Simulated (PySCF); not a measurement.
How well do the runs reproduce experiment for C5H5N?

**The experiment to reproduce.**

From NIST CCCBDB Release 22 (SRD 101), experimental dipoles, for the gas: dipole moment (microwave Stark effect) 2.19 D.

The runs below try to reproduce these values; the comparison stands at the end.

Species: C5H5N.
Numbering: `[cH:1]1[cH:2][cH:3][n:4][cH:5][cH:6]1` (hydrogens: H7 on C1; H8 on C2; H9 on C3; H10 on C5; H11 on C6)

Geometry (GFN2-xTB, Å), atoms numbered from 1 in this order:
```
atom  x, y, z in Å
C1     0.0722    1.1856   -0.0233
C2     1.2195    0.4086    0.0031
C3     1.0771   -0.9707    0.0253
N4    -0.0950   -1.5813    0.0242
C5    -1.1852   -0.8346    0.0007
C6    -1.1604    0.5520   -0.0243
H7     0.1373    2.2644   -0.0423
H8     2.1999    0.8597    0.0067
H9     1.9415   -1.6217    0.0453
H10   -2.1220   -1.3770    0.0023
H11   -2.0795    1.1176   -0.0435
```

Runs made with PySCF (gas phase, on this GFN2-xTB geometry; no spin–orbit coupling):

| level | job | basis functions |
| --- | --- | --- |
| PBE0/pcSseg-1 | shieldings, ring-centre shieldings, charges and field gradients | 127 |

Results beside the measurements:

**Dipole moment.** Measured: 2.19 D (NIST CCCBDB Release 22 (SRD 101), experimental dipoles).

| level | computed (D) | computed − measured (D) | % (from the printed values) |
| --- | --- | --- | --- |
| PBE0/pcSseg-1 | 2.23 | +0.04 | +2 |

The computed dipoles belong to one fixed geometry; measured ones are averaged over vibrations unless marked μe. Magnitudes are compared, not signs.

No measured geometry was used, and the causes of the misses weren't examined.
